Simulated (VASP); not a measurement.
# BaTe: optical spectrum, part 3 of 3

Wanted: where BaTe absorbs light, and how strongly it screens. The cell is of the rock-salt type, one of the forms listed for this formula. The start is a cell from a database of measured crystal structures.

VASP 6.6.1, plane waves and PAW; the level of theory is named at each step.

So far, mean electronic dielectric tensor with local fields: step 4 (static response with local fields) 6.59.

The database entry behind the starting cell differs from later determinations by our own check (about 2.5 % short), so it need not match the best structure at ambient conditions.

## 5. Spectrum at r2SCAN

This step: r2SCAN; plane waves and PAW (Ba_sv, Te) (VASP 6.6.1).

The spectrum is made again with r2SCAN.

File INCAR:

```
SYSTEM = BaTe
PREC = Accurate
ENCUT = 400
EDIFF = 1E-07
NELM = 100
ISMEAR = 0
SIGMA = 0.05
LREAL = .FALSE.
ALGO = Normal
METAGGA = R2SCAN
LASPH = .TRUE.
NBANDS = 44
LWAVE = .FALSE.
LCHARG = .FALSE.
KPAR = 4
LOPTICS = .TRUE.
NEDOS = 2000
CSHIFT = 0.2
```

File POSCAR:

```
BaTe
1.0
    0.0000000000      3.4100000000      3.4100000000
    3.4100000000      0.0000000000      3.4100000000
    3.4100000000      3.4100000000      0.0000000000
Ba Te
1 1
Direct
    0.0000000000      0.0000000000      0.0000000000
    0.5000000000      0.5000000000      0.5000000000
```

File KPOINTS:

```
Automatic mesh
0
Gamma
9 9 9
0 0 0
```

The projector-augmented-wave data sets are Ba_sv and Te (PBE family, release 64).

Started as:

```bash
mpirun -np 4 vasp_std
```

The log of the run:

```text
[banner, memory and clock lines left out]
running    4 mpi-ranks, on    1 nodes
 distrk:  each k-point on    1 cores,    4 groups
 distr:  one band on    1 cores,    1 groups

 POSCAR found type information on POSCAR BaTe
 POSCAR found :  2 types and       2 ions
|                                                                             |
|               ----> ADVICE to this user running VASP <----                  |
|                                                                             |
|     You enforced a specific xc type in the INCAR file but a different       |
|     [... a line on the potential file left out ...]
|     I HOPE YOU KNOW WHAT YOU ARE DOING!                                     |
|                                                                             |

 LDA part: xc-table for (None), standard interpolation
 POSCAR, INCAR and KPOINTS ok, starting setup
 FFT: planning ... GRIDC
 FFT: planning ... GRID_SOFT
 FFT: planning ... GRID
 WAVECAR not read
 entering main loop
       N       E                     dE             d eps       ncg     rms          rms(c)
DAV:   1     0.161144204099E+02    0.16114E+02   -0.45219E+03  3080   0.257E+02
DAV:   2    -0.565977926515E+02   -0.72712E+02   -0.68058E+02  3856   0.786E+01
DAV:   3    -0.592804430169E+02   -0.26827E+01   -0.26442E+01  3844   0.129E+01
DAV:   4    -0.593166758230E+02   -0.36233E-01   -0.36213E-01  3812   0.155E+00
DAV:   5    -0.593170542596E+02   -0.37844E-03   -0.37842E-03  3736   0.163E-01    0.470E+00
DAV:   6    -0.559122481530E+02    0.34048E+01   -0.56990E-01  3932   0.213E+00    0.306E+00
DAV:   7    -0.559051750475E+02    0.70731E-02   -0.81973E-02  3652   0.108E+00    0.105E+00
DAV:   8    -0.559051503398E+02    0.24708E-04   -0.17597E-02  3592   0.330E-01    0.112E+00
DAV:   9    -0.559052115063E+02   -0.61167E-04   -0.58546E-04  3636   0.959E-02    0.453E-01
DAV:  10    -0.559053695877E+02   -0.15808E-03   -0.34357E-04  3624   0.596E-02    0.706E-02
DAV:  11    -0.559054070468E+02   -0.37459E-04   -0.45777E-05  3508   0.179E-02    0.267E-02
DAV:  12    -0.559054090204E+02   -0.19736E-05   -0.33747E-06  3624   0.547E-03    0.167E-02
DAV:  13    -0.559054088810E+02    0.13943E-06   -0.84787E-08  3932   0.143E-03    0.124E-03
DAV:  14    -0.559054087912E+02    0.89790E-07   -0.10939E-08  2564   0.394E-04
   1 F= -.55905409E+02 E0= -.55905409E+02  d E =-.379514E-11
 optical routines
 imaginary and real dielectric function
 direction            1
 direction            2
 direction            3
```

Wall time 26 s (4 MPI ranks of Intel Xeon 6975P-C (Granite Rapids), shared host); peak memory 0.92 GiB.

Parts of OUTCAR (step 5):

```text
   NELECT =      16.0000    total number of electrons

 E-fermi :   2.7952

 k-point     1 :       0.0000    0.0000    0.0000
  band No.  band energies     occupation
    ...
      4      -9.7760      2.00000
      5      -7.4172      2.00000
      6       2.5876      2.00000
      7       2.5876      2.00000
      8       2.5876      2.00000
      9       5.8670      0.00000
     10       5.8670      0.00000
     11       5.8670      0.00000
     12       6.5297      0.00000
     13       6.6337      0.00000
    ...

  Total        2.2268261      2.2268261      2.2268261      0.0000000      0.0000000      0.0000000
  in kB       44.9887310     44.9887310     44.9887310      0.0000000      0.0000000      0.0000000
  external PRESSURE =      44.9887310 kB  Pullay stress =       0.0000000 kB

 POSITION                                       TOTAL-FORCE (eV/Angst)
 -----------------------------------------------------------------------------------
      0.00000      0.00000      0.00000        -0.000000      0.000000      0.000000
      3.41000      3.41000      3.41000         0.000000     -0.000000     -0.000000
 -----------------------------------------------------------------------------------
    total drift:                                0.000000     -0.000000     -0.000000

  FREE ENERGIE OF THE ION-ELECTRON SYSTEM (eV)
  ---------------------------------------------------
  free  energy   TOTEN  =       -55.9054087912 eV

  energy  without entropy=      -55.9054087912  energy(sigma->0) =      -55.90540879

 plasma frequency squared (from intraband transitions) (eV^2)
  --------------------------------------------------------------------------------------
       0.000      -0.000       0.000
      -0.000       0.000      -0.000
       0.000       0.000       0.000

[... 8 parts as in an earlier step ...]

[... 8 further parts left out ...]
```

The PAW data sets were made with PBE, which is usual practice but a small mismatch for other functionals.

Numbers from this step:

- free energy (TOTEN): -55.9054 eV
- Fermi energy: 2.795 eV
- pressure: 4.499 GPa
- gap on the k-mesh: 1.718 eV
- least direct gap on the k-mesh: 2.102 eV

Absorption under the direct gap is the tail of the CSHIFT broadening, and fine structure depends on the mesh. The imaginary dielectric function, xx by photon energy; read off at these points:

photon energy (eV), imaginary dielectric function, xx and a bar:
```
      0.0       0.00 
      1.0       0.13 
      2.0       1.00 ####
      3.0       3.27 ############
      4.0       4.44 #################
      5.0       7.19 ###########################
      5.6       8.04 ##############################
      6.0       6.77 #########################
      6.6       7.47 ############################
      7.0       5.90 ######################
      8.0       3.14 ############
      9.0       1.63 ######
     10.0       1.97 #######
     10.1       2.08 ########
     11.0       1.32 #####
     12.0       0.86 ###
     13.0       0.97 ####
     14.0       0.80 ###
     15.0       0.92 ###
     16.0       1.07 ####
     17.0       1.50 ######
     18.0       2.21 ########
     18.1       2.27 ########
     19.0       1.79 #######
     20.0       0.56 ##
     21.0       0.54 ##
     22.0       0.61 ##
     23.0       0.37 #
     24.0       0.22 #
```

Real dielectric function, xx against photon energy:

photon energy (eV), real dielectric function, xx and a bar from the least value:
```
        0       6.09 #########################
        1       6.37 ##########################
        2       7.67 ##############################
        3       7.09 ############################
        4       6.59 ###########################
        5       5.02 ######################
        6       1.79 ############
        7      -1.12 ####
        8      -2.31 
        9      -0.66 #####
       10       0.20 ########
       11       0.03 #######
       12       0.31 ########
       13       0.49 ########
       14       0.67 #########
       15       0.92 ##########
       16       1.05 ##########
       17       1.15 ##########
       18       0.70 #########
       19      -0.70 #####
       20      -0.29 ######
       21       0.12 #######
       22       0.05 #######
       23       0.07 #######
       24       0.22 ########
```

## 6. Spectrum at PBE+SOC

This step: PBE, spin-orbit coupling; plane waves and PAW (Ba_sv, Te) (VASP 6.6.1).

The spectrum is made again with PBE and spin-orbit coupling, on a coarser mesh.

INCAR: that of step 5 with these lines changed.

```diff
@@ -9,5 +9,9 @@
 ALGO = Normal
-METAGGA = R2SCAN
+GGA = PE
+LNONCOLLINEAR = .TRUE.
+MAGMOM = 0 0 0 0 0 0
+NBANDS = 88
+GGA_COMPAT = .FALSE.
 LASPH = .TRUE.
-NBANDS = 44
+LSORBIT = .TRUE.
 LWAVE = .FALSE.
```

POSCAR is that of step 5.

File KPOINTS:

```
Automatic mesh
0
Gamma
7 7 7
0 0 0
```

Started as:

```bash
mpirun -np 4 vasp_ncl
```

The log of the run:

```text
[... set-up lines as in an earlier step ...]
 entering main loop
       N       E                     dE             d eps       ncg     rms          rms(c)
DAV:   1     0.755051480595E+02    0.75505E+02   -0.42034E+03  3520   0.248E+02
DAV:   2    -0.540552631452E+01   -0.80911E+02   -0.75956E+02  4472   0.806E+01
DAV:   3    -0.881713192564E+01   -0.34116E+01   -0.33261E+01  4792   0.146E+01
DAV:   4    -0.889375637514E+01   -0.76624E-01   -0.76502E-01  4392   0.195E+00
DAV:   5    -0.889480678090E+01   -0.10504E-02   -0.10504E-02  4288   0.243E-01    0.493E+00
DAV:   6    -0.879802291070E+01    0.96784E-01   -0.13263E-02  4216   0.584E-01    0.307E+00
DAV:   7    -0.879404946400E+01    0.39734E-02   -0.28807E-02  4400   0.472E-01    0.198E+00
DAV:   8    -0.880058007326E+01   -0.65306E-02   -0.51434E-03  4104   0.193E-01    0.598E-01
DAV:   9    -0.880265719969E+01   -0.20771E-02   -0.13222E-03  4032   0.130E-01    0.131E-01
DAV:  10    -0.880271642726E+01   -0.59228E-04   -0.18393E-04  4248   0.307E-02    0.555E-02
DAV:  11    -0.880280385704E+01   -0.87430E-04   -0.20085E-05  4024   0.112E-02    0.383E-02
DAV:  12    -0.880286362374E+01   -0.59767E-04   -0.45587E-05  4032   0.177E-02    0.442E-03
DAV:  13    -0.880286357340E+01    0.50339E-07   -0.90714E-07  4328   0.237E-03
   1 F= -.88028636E+01 E0= -.88028636E+01  d E =-.166254E-11  mag=    -0.0000    -0.0000    -0.0000
 optical routines
 imaginary and real dielectric function
 recalculating local potential from charge density
 direction            1
 direction            2
 direction            3
```

Run time: 27 s. Hardware: 4 MPI ranks; peak memory 1.6 GiB; 1.8 min of CPU time.

OUTCAR, selected parts (step 6):

```text
   k-points           NKPTS =     20   k-points in BZ     NKDIM =     20   number of bands    NBANDS=     88

   NELECT =      16.0000    total number of electrons

 E-fermi :   3.2914

 k-point     1 :       0.0000    0.0000    0.0000
  band No.  band energies     occupation
    ...
     12       2.2073      1.00000
     13       3.0768      1.00000
     14       3.0768      1.00000
     15       3.0768      1.00000
     16       3.0768      1.00000
     17       5.6304      0.00000
     18       5.6304      0.00000
     19       5.6304      0.00000
     20       5.6304      0.00000
     21       5.6988      0.00000
    ...

  Total        2.0926297      2.0926297      2.0926297      0.0000000      0.0000000     -0.0000000
  in kB       42.2775530     42.2775530     42.2775530      0.0000000      0.0000000     -0.0000000
  external PRESSURE =      42.2775530 kB  Pullay stress =       0.0000000 kB

 POSITION                                       TOTAL-FORCE (eV/Angst)
 -----------------------------------------------------------------------------------
      0.00000      0.00000      0.00000         0.000000     -0.000000      0.000000
      3.41000      3.41000      3.41000        -0.000000      0.000000      0.000000
 -----------------------------------------------------------------------------------
    total drift:                               -0.000000     -0.000000     -0.000000

  FREE ENERGIE OF THE ION-ELECTRON SYSTEM (eV)
  ---------------------------------------------------
  free  energy   TOTEN  =        -8.8028635734 eV

  energy  without entropy=       -8.8028635734  energy(sigma->0) =       -8.80286357

 plasma frequency squared (from intraband transitions) (eV^2)
  --------------------------------------------------------------------------------------
       0.000       0.000      -0.000
       0.000       0.000       0.000
       0.000       0.000       0.000

 Spin-Orbit-Coupling matrix elements
 Ion:    1  E_soc:     -0.3965137
 Ion:    2  E_soc:     -0.1878278

[... 6 parts as in an earlier step ...]

[... 9 further parts left out ...]
```

LASPH is switched on together with spin-orbit coupling, so the change from the scalar run holds both.

Numbers from this step:

```yaml
free_energy_toten: -8.803 eV
fermi_energy: 3.291 eV
pressure: 4.228 GPa
gap_on_the_k_mesh: 1.094 eV
least_direct_gap_on_the_k_mesh: 1.468 eV
```

On-site spin-orbit energy by atom:

| atom | on-site spin-orbit energy (eV) |
| --- | --- |
| Ba1 | -0.397 |
| Te2 | -0.188 |

Absorption under the direct gap is the tail of the CSHIFT broadening, and fine structure depends on the mesh. Table of imaginary dielectric function, xx by photon energy; read off at these points:

```csv
photon energy (eV),"imaginary dielectric function, xx"
0.00,0
0.50,0.122
1.00,0.385
1.50,1.60
2.00,2.50
2.50,3.77
3.00,4.36
3.50,5.03
4.00,7.28
4.19,8.10
4.50,6.92
5.00,7.93
5.43,8.40
5.50,8.37
6.00,7.64
6.50,6.21
7.00,4.70
7.50,3.59
8.00,1.90
8.50,1.64
9.00,1.34
9.50,1.90
10.00,1.34
10.50,1.25
11.00,0.861
11.50,0.953
12.00,0.956
12.50,0.966
13.00,1.01
13.50,0.999
14.00,1.02
14.50,1.02
15.00,1.09
15.50,1.27
16.00,1.44
16.50,1.91
16.71,2.00
17.00,1.85
17.50,1.86
18.00,1.20
18.50,1.23
19.00,1.01
19.50,0.741
20.00,0.637
20.50,0.507
21.00,0.483
21.50,0.407
22.00,0.383
22.50,0.331
23.00,0.309
23.50,0.187
24.00,0.157
24.50,0.170
```

The real dielectric function, xx by photon energy:

```csv
photon energy (eV),"real dielectric function, xx"
0,7.35
1,8.00
2,8.80
3,7.10
4,7.19
5,3.23
6,0.542
7,-1.89
8,-1.62
9,-0.0941
10,-0.316
11,0.128
12,0.528
13,0.798
14,0.729
15,0.904
16,1.05
17,0.319
18,-0.181
19,-0.152
20,-0.111
21,-0.0135
22,0.113
23,0.129
24,0.301
```

## 7. Summary of results

* PBE, independent particles: eps xx at zero frequency 7.10, centre of weight of eps2 xx, over the range kept, at 8.06 eV, mesh 9×9×9
* r2SCAN, independent particles: eps xx at zero frequency 6.09, centre of weight of eps2 xx, over the range kept, at 8.81 eV, mesh 9×9×9
* PBE with spin-orbit coupling, independent particles: eps xx at zero frequency 7.35, centre of weight of eps2 xx, over the range kept, at 8.00 eV, mesh 7×7×7
* PBE, with local fields: eps 6.59, 6.59, 6.59

In words: Local fields, and the bands above those summed, take the mean static value from 7.10 to 6.59. Excitons and quasiparticle shifts are absent, so the onset can't be set against measurement and its shape can differ. The given cell is kept, although it stands at +4.2 GPa at PBE and ENCUT = 400 eV, which holds the mismatch of the given cell with this functional and any basis-set error.

[Lines on the potential files, build, host, timing and source positions are cut from VASP's logs without a mark.]

[Logs are printed without paths, hosts, clocks, repeated set-up lines and the standing remarks that a program may print on its own settings, such as how far it seeks lower states.]

[Hosts, paths, dates, database ids (printed as entryN), source tags and the programs' standing remarks are cut or masked in the printed files.]
